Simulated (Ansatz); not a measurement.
# TePb (Fm-3m) in Ansatz: a series of runs

One crystal, TePb, is run at these levels: PBE; tasks: band structure, single point, equation of state.

All numbers are computed with Ansatz 0.2.0; they aren't measurements. Logs are shortened: lines on timing, memory, paths and dates and some standing lists are left out, and cuts for length are marked.

**The experiment to reproduce.**

From a printed reference work, monograph, for a bulk crystal of TePb at 4.2 K: band gap 0.19 eV (direct).

The results are compared with them further down.

## (1) The structure

It takes space group Fm-3m (No. 225, cubic). Conventional cell: a = 6.462 Å, b = 6.462 Å, c = 6.462 Å, α = 90.00°, β = 90.00°, γ = 90.00°. Pb (site symmetry m-3m) has 6 Te at 3.23 Å as nearest neighbours. Around Te (site symmetry m-3m) lie 6 Pb at 3.23 Å.

## (2) Band structure, PBE

input.yaml

```yaml
crystal:
  lattice:
    - [0.0, 3.231, 3.231]
    - [3.231, 0.0, 3.231]
    - [3.231, 3.231, 0.0]
  atoms:
    - { symbol: Pb, position: [0.0, 0.0, 0.0] }
    - { symbol: Te, position: [0.5, 0.5, 0.5] }
hamiltonian:
  xc: pbe
  pseudopotentials: { kind: paw, core: small }
kpoints:
  mp_grid: { grid: [7, 7, 7] }
  band_path:
    path:
      - [[0.0, 0.0, 0.0], [0.5, 0.0, 0.5], [0.5, 0.25, 0.75], [0.375, 0.375, 0.75], [0.0, 0.0, 0.0], [0.5, 0.5, 0.5], [0.625, 0.25, 0.625], [0.5, 0.25, 0.75], [0.5, 0.5, 0.5], [0.375, 0.375, 0.75]]
      - [[0.625, 0.25, 0.625], [0.5, 0.0, 0.5]]
    npoints: 14
scf:
  occupations: { method: fermi_dirac, width: 0.05 }
  n_extra_bands: 6
output:
  forces: true
  stress: true
  eigenvalues: true
  fatbands: false
```

Potentials or basis: Ansatz PAW.

Run with:

```bash
ansatz run input.yaml --threads 2 --pin off --max-ram 5120MiB --backend cpu --events-out ev --progress --plain --runs-dir out
```

The program printed:

```text
Warning: of Pb the run reads no dataset of the core that `hamiltonian.pseudopotentials.core` asks for: this build lists none beside the file that it uses, or the input names that file
Warning: RAYON_NUM_THREADS=2 ignored (pool sized by the plan → 2); use --threads N
scf.n_extra_bands = 6 over 15 filled bands (N_el = 30.0): the run solves 21 bands
Engine: ansatz 0.2.0, aarch64-unknown-linux-gnu
Pseudopotentials: kind: paw
Pseudopotential: Pb, paw, valence charge 14, recommended cutoff 420 eV (normal), Pb.paw.azcp
Pseudopotential: Te, paw, valence charge 16, recommended cutoff 420 eV (normal), Te.paw.azcp
Functional definition: PBE
  parameter kappa = 0.804
  parameter beta = 0.06672455060314922
  exchange = pbe_x(kappa = kappa, mu = beta*pi^2/3)
  correlation = pbe_c(beta = beta)
Crystal: 2 atoms, lattice volume = 67.459 Å³
Basis set: ecut = 420 eV, 1363 PW (Γ), exchange–correlation on 64×64×64 points (8 copies of the dense FFT grid, shifted against one another)
Bands: 21, of which v1, the nominal top of the filled ones, is band 15 counted from 1 (14 counted from 0)
Symmetry: 48 space group operations
Space group: Fm-3m (ITA 225), of the structure as read, at distance tolerance 4.1e-5 Å
k-points: 20 of 343
Non-local potential: Pb, projectors of the file, l = 0: 2, l = 1: 2, l = 2: 2, l = 3: 2
Non-local potential: Te, projectors of the file, l = 0: 2, l = 1: 2, l = 2: 2, l = 3: 2
PAW form: soft (Blöchl's): semilocal exchange-correlation on the pseudo side does not see the compensation charge
PAW one-centre angular grid: Pb, 590 points (default); XC on 64 Gauss nodes
PAW one-centre angular grid: Te, 590 points (default); XC on 64 Gauss nodes
Initial density: superposition of atomic densities (neutral atoms: chi_scale 0, normalization atom), corrected by the library's trained network
Initial wavefunctions: pseudopotential atomic-orbital guess
Functional: x = pbe(κ = 0.804, μ = 0.2195149727645171), c = pbe(β = 0.06672455060314922)
SCF iter   1: F=—  HF=-18887.167447 eV  |F-HF|=—  |Δ(HF+E_count)|=         —  Δρ=5.58e-4  dr2=2.66e-4  ethr=1.77e-3  ⟨swp⟩=7.2  Hψ=2277  notcnv=0
preconditioner: auto → none  [insulator: Δε(μ)=1.006 eV  Ē_g=16.288 eV  σ=0.050 eV  W_gap=1.00  n_scr=14 (ndim 8)  ℏωp=20.2 eV  f_vac=0.014  D(μ)=0.00/eV (n_scr^D=0)  ε∞_Penn≈2.5]
SCF iter   2: F=—  HF=-18887.165640 eV  |F-HF|=—  |Δ(HF+E_count)|=   1.81e-3  Δρ=4.21e-4  dr2=1.20e-4  ethr=8.87e-7  ⟨swp⟩=3.2  Hψ=1043  notcnv=0  defer=2
SCF iter   3: F=—  HF=-18887.165618 eV  |F-HF|=—  |Δ(HF+E_count)|=   2.22e-5  Δρ=2.04e-4  dr2=2.11e-5  ethr=3.99e-7  ⟨swp⟩=2.0  Hψ=550  notcnv=0  defer=2
SCF iter   4: F=—  HF=-18887.165654 eV  |F-HF|=—  |Δ(HF+E_count)|=   3.61e-5  Δρ=9.39e-5  dr2=6.95e-6  ethr=7.02e-8  ⟨swp⟩=2.0  Hψ=691  notcnv=0  defer=2
SCF iter   5: F=—  HF=-18887.165650 eV  |F-HF|=—  |Δ(HF+E_count)|=   3.72e-6  Δρ=4.31e-5  dr2=1.46e-6  ethr=2.32e-8  ⟨swp⟩=2.0  Hψ=674  notcnv=0  defer=2
SCF iter   6: F=—  HF=-18887.165650 eV  |F-HF|=—  |Δ(HF+E_count)|=   5.04e-7  Δρ=1.17e-5  dr2=1.09e-7  ethr=4.87e-9  ⟨swp⟩=2.1  Hψ=617  notcnv=0  defer=2
SCF iter   7: F=-18887.165650 eV  HF=-18887.165650 eV  |F-HF|=3.14e-9  |Δ(HF+E_count)|=   6.18e-8  Δρ=1.76e-6  dr2=2.46e-9  ethr=3.33e-10  ⟨swp⟩=8.7  Hψ=2071  notcnv=0
SCF 1 converged in 7 iterations: F = -18887.165650 eV  dr2 = 2.46e-9
NSCF: frozen V_eff on 142 k-points
SCF converged after 7 iterations
Free energy (F): -18887.165650 eV
Harris-Foulkes:  -18887.165650 eV  (|F-HF|=3.14e-9)
Internal energy: -18887.165647 eV  (E = F + TS)
E sigma→0 (E₀):  -18887.165648 eV
Entropy (-TS):   -0.000003 eV (-0.001 meV/atom)
Fermi energy:    9.109873 eV
--- Per-component energies (eV) ---
  E_band       = -316.520940
  E_kinetic    = 468.375267
  E_local      = -2385.384070  (includes V_loc(G=0)·N_el)
  E_nonlocal   = 39.814234
  E_hartree    = 1255.068479
  E_xc         = -345.569529
  E_vxc        = -237.121449  (∫ρ·V_xc dr)
  E_paw        = -15066.550718  (= ΣΔE_a)
  E_vpaw       = -712.338666  (= ΣTr[D̂ρ^β])
  E_aug_tail   = -0.000145  (compensation charges beyond the density's cutoff)
  E_ewald      = -2852.919164
  E_smearing   = -0.000003  (= −TS)
  E_closure    = -0.000000  (closes the sum)
  Σ components = -18887.165650   (vs F -18887.165650, Δ=0.00e0)
--- Forces (eV/Å), atoms counted from 1 ---
  atom   1  Pb    -0.00000000     0.00000000     0.00000000
  atom   2  Te     0.00000000    -0.00000000     0.00000000
  max |Σ_I F_I| component: 2.83e-29 eV/Å
--- Stress (GPa, compression-positive) ---
        2.114798      -0.000000      -0.000000
       -0.000000       2.114798       0.000000
       -0.000000      -0.000000       2.114798
  P = ⅓ Tr σ = 2.1148 GPa (21.148 kbar)
--- Band table (eV; the first three rows and the last of 20) ---
  k-point 0: bands = ["-27.4620", "-27.4620", "-27.4566", "-27.4566", "-27.4566", "-8.0261", "-8.0261", "-8.0177", "-8.0177", "-8.0177", "-3.3211", "3.1125", "7.3498", "7.3498", "7.3498", "12.7793", "12.7793", "12.7793", "14.5194", "14.5194", "14.5194"]
  k-point 1: bands = ["-27.4619", "-27.4619", "-27.4565", "-27.4565", "-27.4565", "-8.0287", "-8.0287", "-8.0172", "-8.0148", "-8.0148", "-3.1469", "2.5557", "7.4021", "7.4021", "7.6567", "11.8328", "12.0406", "12.0406", "14.3512", "14.9004", "14.9004"]
  k-point 2: bands = ["-27.4619", "-27.4619", "-27.4564", "-27.4563", "-27.4563", "-8.0356", "-8.0356", "-8.0162", "-8.0075", "-8.0075", "-2.6550", "1.3870", "7.5627", "7.5627", "8.1688", "10.5250", "10.8811", "10.8811", "14.9032", "15.9327", "15.9327"]
  k-point 19: bands = ["-27.4621", "-27.4616", "-27.4563", "-27.4561", "-27.4557", "-8.0691", "-8.0288", "-8.0133", "-8.0063", "-7.9934", "-1.5229", "0.6767", "4.8013", "5.4300", "8.0209", "10.6445", "13.4095", "14.2160", "14.8400", "16.0287", "19.0739"]
```

Wall time 3.1 s (2 threads of Arm Neoverse V1, shared host); peak memory 0.38 GiB.

What came out:

```yaml
Free_energy: -18887.1656 eV
Pressure: 2.1 GPa
Band_gap_along_the_path: 0.73 eV, direct
```

Levels at the corners of the path, in eV from the Fermi level:
| point | band 13 | band 14 | band 15 | band 16 | band 17 | band 18 |
| --- | --- | --- | --- | --- | --- | --- |
| Γ | -1.76 | -1.76 | -1.76 | 3.67 | 3.67 | 3.67 |
| X | -4.91 | -3.21 | -3.21 | 2.89 | 5.06 | 5.06 |
| W | -4.20 | -4.20 | -0.77 | 1.26 | 4.82 | 4.82 |
| K | -4.53 | -2.71 | -2.49 | 3.17 | 3.38 | 4.73 |
| Γ | -1.76 | -1.76 | -1.76 | 3.67 | 3.67 | 3.67 |
| L | -1.30 | -1.30 | -0.40 | 0.33 | 0.87 | 0.87 |
| U | -4.53 | -2.71 | -2.49 | 3.17 | 3.38 | 4.73 |
| W | -4.20 | -4.20 | -0.77 | 1.26 | 4.82 | 4.82 |
| L | -1.30 | -1.30 | -0.40 | 0.33 | 0.87 | 0.87 |
| K | -4.53 | -2.71 | -2.49 | 3.17 | 3.38 | 4.73 |
| U | -4.53 | -2.71 | -2.49 | 3.17 | 3.38 | 4.73 |
| X | -4.91 | -3.21 | -3.21 | 2.89 | 5.06 | 5.06 |

Caveat: this odd mesh misses L, where the gap lies, so gap, dielectric constants and Born charges aren't listed; spin-orbit coupling is left out, which moves the levels of the heavy elements.

## (3) Single point, PBE, 31.71 Å³/atom (volume scaled by 0.94)

input.yaml

```yaml
crystal:
  lattice:
    - [0.0, 3.1650427173, 3.1650427173]
    - [3.1650427173, 0.0, 3.1650427173]
    - [3.1650427173, 3.1650427173, 0.0]
  atoms:
    - { symbol: Pb, position: [0.0, 0.0, 0.0] }
    - { symbol: Te, position: [0.5, 0.5, 0.5] }
hamiltonian:
  xc: pbe
  pseudopotentials: { kind: paw, source: jth }
kpoints:
  mp_grid: { grid: [7, 7, 7] }
scf:
  occupations: { method: fermi_dirac, width: 0.05 }
output:
  forces: true
  stress: true
  eigenvalues: true
```

Potentials or basis: JTH PAW.

Run with:

```bash
ansatz run input.yaml --threads 2 --pin off --max-ram 5120MiB --backend cpu --events-out ev --progress --plain --runs-dir out
```

Run time: 4.4 s. Hardware: 2 threads of Arm Neoverse V1, shared host; peak memory 0.66 GiB.

Results (log left out):

```
Free energy : -16778.4990 eV
Pressure    : 5.5 GPa
```

Caveat: this odd mesh misses L, where the gap lies, so gap, dielectric constants and Born charges aren't listed.

## (4) Single point, PBE, 32.38 Å³/atom (volume scaled by 0.96)

Edit input.yaml of step 3 so:

```diff
@@ -2,5 +2,5 @@
   lattice:
-    - [0.0, 3.1650427173, 3.1650427173]
-    - [3.1650427173, 0.0, 3.1650427173]
-    - [3.1650427173, 3.1650427173, 0.0]
+    - [0.0, 3.1873324849, 3.1873324849]
+    - [3.1873324849, 0.0, 3.1873324849]
+    - [3.1873324849, 3.1873324849, 0.0]
   atoms:
```

Run with:

```bash
ansatz run input.yaml --threads 2 --pin off --max-ram 5120MiB --backend cpu --events-out ev --progress --plain --runs-dir out
```

It took 4.5 s on 2 threads of Arm Neoverse V1, shared host; peak memory 0.66 GiB.

The run converged. Its results:

| Property | Result |
| --- | --- |
| Free energy | -16778.5399 eV |
| Pressure | 4.2 GPa |

Caveat: this odd mesh misses L, where the gap lies, so gap, dielectric constants and Born charges aren't listed.

## (5) Single point, PBE, 33.05 Å³/atom (volume scaled by 0.98)

Edit input.yaml of step 4 so:

```diff
@@ -2,5 +2,5 @@
   lattice:
-    - [0.0, 3.1873324849, 3.1873324849]
-    - [3.1873324849, 0.0, 3.1873324849]
-    - [3.1873324849, 3.1873324849, 0.0]
+    - [0.0, 3.2093147829, 3.2093147829]
+    - [3.2093147829, 0.0, 3.2093147829]
+    - [3.2093147829, 3.2093147829, 0.0]
   atoms:
```

Run with:

```bash
ansatz run input.yaml --threads 2 --pin off --max-ram 5120MiB --backend cpu --events-out ev --progress --plain --runs-dir out
```

Wall time 4.6 s (2 threads of Arm Neoverse V1, shared host); peak memory 0.68 GiB.

It converged, with:

```yaml
Free_energy: -16778.5707 eV
Pressure: 3.1 GPa
```

Caveat: this odd mesh misses L, where the gap lies, so gap, dielectric constants and Born charges aren't listed.

## (6) Single point, PBE, 33.73 Å³/atom

Edit input.yaml of step 5 so:

```diff
@@ -2,5 +2,5 @@
   lattice:
-    - [0.0, 3.2093147829, 3.2093147829]
-    - [3.2093147829, 0.0, 3.2093147829]
-    - [3.2093147829, 3.2093147829, 0.0]
+    - [0.0, 3.231, 3.231]
+    - [3.231, 0.0, 3.231]
+    - [3.231, 3.231, 0.0]
   atoms:
```

Potentials or basis: JTH PAW.

Run with:

```bash
ansatz run input.yaml --threads 2 --pin off --max-ram 5120MiB --backend cpu --events-out ev --progress --plain --runs-dir out
```

Wall time 4.6 s (2 threads of Arm Neoverse V1, shared host); peak memory 0.67 GiB.

The run converged. Its results:

```
Free energy : -16778.5926 eV
Pressure    : 2.1 GPa
```

Caveat: this odd mesh misses L, where the gap lies, so gap, dielectric constants and Born charges aren't listed.

## (7) Single point, PBE, 34.40 Å³/atom (volume scaled by 1.02)

Edit input.yaml of step 6 so:

```diff
@@ -2,5 +2,5 @@
   lattice:
-    - [0.0, 3.231, 3.231]
-    - [3.231, 0.0, 3.231]
-    - [3.231, 3.231, 0.0]
+    - [0.0, 3.2523979746, 3.2523979746]
+    - [3.2523979746, 0.0, 3.2523979746]
+    - [3.2523979746, 3.2523979746, 0.0]
   atoms:
@@ -19 +19,5 @@
   eigenvalues: true
+  write_density: true
+  write_potential: true
+  elf: true
+  volumetric_format: npy
```

Run with:

```bash
ansatz run input.yaml --threads 2 --pin off --max-ram 5120MiB --backend cpu --events-out ev --progress --plain --runs-dir out
```

Run time: 6.4 s. Hardware: 2 threads of Arm Neoverse V1, shared host; peak memory 0.67 GiB.

It converged, with:

```yaml
Free_energy: -16778.6065 eV
Pressure: 1.2 GPa
```

Caveat: this odd mesh misses L, where the gap lies, so gap, dielectric constants and Born charges aren't listed.

## (8) Single point, PBE, 35.08 Å³/atom (volume scaled by 1.04)

input.yaml

```yaml
crystal:
  lattice:
    - [0.0, 3.2735180337, 3.2735180337]
    - [3.2735180337, 0.0, 3.2735180337]
    - [3.2735180337, 3.2735180337, 0.0]
  atoms:
    - { symbol: Pb, position: [0.0, 0.0, 0.0] }
    - { symbol: Te, position: [0.5, 0.5, 0.5] }
hamiltonian:
  xc: pbe
  pseudopotentials: { kind: paw, source: jth }
kpoints:
  mp_grid: { grid: [7, 7, 7] }
scf:
  occupations: { method: fermi_dirac, width: 0.05 }
output:
  forces: true
  stress: true
  eigenvalues: true
```

Run with:

```bash
ansatz run input.yaml --threads 2 --pin off --max-ram 5120MiB --backend cpu --events-out ev --progress --plain --runs-dir out
```

Wall time 5 s (2 threads of Arm Neoverse V1, shared host); peak memory 0.75 GiB.

Results (log left out):

| Quantity | Value |
| --- | --- |
| Free energy | -16778.6130 eV |
| Pressure | 0.4 GPa |

Caveat: this odd mesh misses L, where the gap lies, so gap, dielectric constants and Born charges aren't listed.

## (9) Single point, PBE, 35.75 Å³/atom (volume scaled by 1.06)

Edit input.yaml of step 8 so:

```diff
@@ -2,5 +2,5 @@
   lattice:
-    - [0.0, 3.2735180337, 3.2735180337]
-    - [3.2735180337, 0.0, 3.2735180337]
-    - [3.2735180337, 3.2735180337, 0.0]
+    - [0.0, 3.2943690292, 3.2943690292]
+    - [3.2943690292, 0.0, 3.2943690292]
+    - [3.2943690292, 3.2943690292, 0.0]
   atoms:
@@ -19 +19,5 @@
   eigenvalues: true
+  write_density: true
+  write_potential: true
+  elf: true
+  volumetric_format: npy
```

Potentials or basis: JTH PAW.

Run with:

```bash
ansatz run input.yaml --threads 2 --pin off --max-ram 5120MiB --backend cpu --events-out ev --progress --plain --runs-dir out
```

It took 6.8 s on 2 threads of Arm Neoverse V1, shared host; peak memory 0.76 GiB.

It converged, with:

- Free energy: -16778.6131 eV
- Pressure: -0.4 GPa

Caveat: this odd mesh misses L, where the gap lies, so gap, dielectric constants and Born charges aren't listed.

## (10) Equation of state, PBE

This step only gathers the single runs of the series.

What came out:

```yaml
Equilibrium_volume: 35.42 Å³/atom
Bulk_modulus: 39 GPa
Pressure_derivative_of_the_bulk_modulus: 4.5
```

Energy against volume, from the lowest point:
```
volume (Å³/atom)  energy (meV/atom)
          31.706              57.04
          32.380              36.61
          33.055              21.17
          33.730              10.22
          34.404               3.31
          35.079               0.02
          35.753               0.00
```

Caveat: this odd mesh misses L, where the gap lies, so gap, dielectric constants and Born charges aren't listed. Zero-point motion and thermal expansion aren't in these numbers.

(Continued in part 2 of 2.)
